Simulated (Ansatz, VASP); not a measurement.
**Two plane-wave programs on Mg3Ge2**

The input INCAR:

```
SYSTEM = Mg3Ge2
ALGO     = Normal         ! electronic algorithm
EDIFF    = 1E-6           ! SCF threshold, eV
ENCUT    = 520            ! plane-wave cutoff, eV
GGA      = PE             ! functional
ISIF     = 2              ! what is computed and relaxed
ISMEAR   = 0              ! smearing method
IVDW     = 13             ! dispersion correction
LASPH    = .True.         ! aspherical terms in the spheres
LCHARG   = .True.         ! write CHGCAR
LELF     = .True.         ! ELF
LREAL    = .False.        ! projectors in reciprocal space
LVHAR    = .True.       
LWAVE    = .False.        ! write WAVECAR
NBANDS   = 25             ! bands
NELM     = 60             ! most SCF steps
PREC     = Accurate       ! precision mode
SIGMA    = 0.2846         ! smearing width, eV
```

KPOINTS

```
k-points
0
Gamma
  5 5 3
  0 0 0
```

POSCAR

```
Mg3Ge2
1.0
    2.1009340000      3.6389200000      0.0000000000
   -2.1009340000      3.6389200000      0.0000000000
    0.0000000000      0.0000000000      6.6423140000
Mg Ge
3 2
Direct
    0.0000000000      0.0000000000      0.0000000000
    0.3333000000      0.3334000000      0.6300000000
    0.6667000000      0.6666000000      0.3700000000
    0.3333000000      0.3334000000      0.2350000000
    0.6667000000      0.6666000000      0.7650000000
```

Input for Ansatz:

```yaml
crystal:
  lattice:
    - [2.100934, 3.63892, 0.0]
    - [-2.100934, 3.63892, 0.0]
    - [0.0, 0.0, 6.642314]
  atoms:
    - { symbol: Mg, position: [0.0, 0.0, 0.0] }
    - { symbol: Ge, position: [0.3333, 0.3334, 0.235] }
    - { symbol: Ge, position: [0.6667, 0.6666, 0.765] }
    - { symbol: Mg, position: [0.3333, 0.3334, 0.63] }
    - { symbol: Mg, position: [0.6667, 0.6666, 0.37] }
  symmetry: { tolerance: 0.0003 }
kpoints:
  mp_grid: { grid: [5, 5, 3], shift: [0, 0, 0] }
magnetization:
  spin_polarized: false
scf:
  occupations: { method: gaussian, width: 0.2846 }
  convergence: { dr2_threshold: 1.0e-11 }
hamiltonian:
  pseudopotentials: { kind: paw }
  xc: pbe
  dispersion: d4
basis:
  ecutwfc: 420
  xc_grid: 4
output:
  forces: true
  stress: true
  eigenvalues: true
```

The cell was built by a generator and needn't be a form met in nature.

Alike in both runs: task single point; functional PBE; dispersion D4; k mesh 5 × 5 × 3; occupations gaussian, width 0.2846 eV; no spin polarisation.

|  | VASP | Ansatz |
| --- | --- | --- |
| version | VASP 6.6.1 | Ansatz 0.2.0 |
| potentials or method | VASP PAW PBE potentials, release 64 (Mg, Ge_d) | PAW plane waves |
| plane-wave cutoff (eV) | 520 | 420 |
| valence electrons in the cell | 34 | 58 |

Ansatz gave:

- gap on the k mesh at the Fermi level (eV): none
- pressure (GPa): 4.8
- largest component of the traceless stress (GPa): 1.44
- rms of the force components (eV/Å): 0.423
- dispersion energy (meV/atom): -237.5

Problem. Which values does VASP return?

Solution. gap on the k mesh at the Fermi level (eV): none; pressure (GPa): 4.6; largest component of the traceless stress (GPa): 1.45; rms of the force components (eV/Å): 0.424; dispersion energy (meV/atom): -237.4.

A gap of «none» marks a metal or a gap that the smearing closes. The two sets of potentials don't hold the same shells in valence. Ansatz warned: «structure_snapped_to_symmetry».

Caveats: pairwise dispersion overbinds metals, which lowers pressure and volume; forces of over 1 eV/Å show positions far from the minimum, so gaps and moduli don't describe the material at rest.
